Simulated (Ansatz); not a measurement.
A relaxed cell of Tl is given with its symmetry left out. The cell was found from a structure generator's guess, not taken from experiment.

Method: DFT PBE, scalar-relativistic, plane waves, PAW in Ansatz. Cutoff 420 eV, Γ-centred mesh, Gaussian smearing, no spin polarisation.

```yaml
crystal:
  lattice:
    - [3.41074, 0.00000, 0.00000]
    - [-1.70537, 2.95378, 0.00000]
    - [0.00000, 0.00000, 3.27148]
  atoms:
    - { symbol: Tl, position: [0.00000, 0.00000, 0.00000] }
```

Energies count from the standard state of Tl at the same level.

Q: Find its symmetry and describe it.

A: P6/mmm (No. 191), the simple hexagonal type. Conventional cell: a = 3.411 Å, c = 3.271 Å. Tl has 8 Tl at 3.27–3.41 Å.

Q: How far does it lie from the standard state of Tl?

A: +0.08 eV/atom. So it is a metastable form at best.

Q: Is it a metal?

A: Yes, bands cross the Fermi level on the 18×18×18 mesh.

The last run used an 18×18×18 mesh for its 1-atom cell and Gaussian smearing of 0.10 eV. These runs have no spin–orbit coupling, which can matter for Tl. Symmetry constrained the relaxation, so the result can be a saddle point.
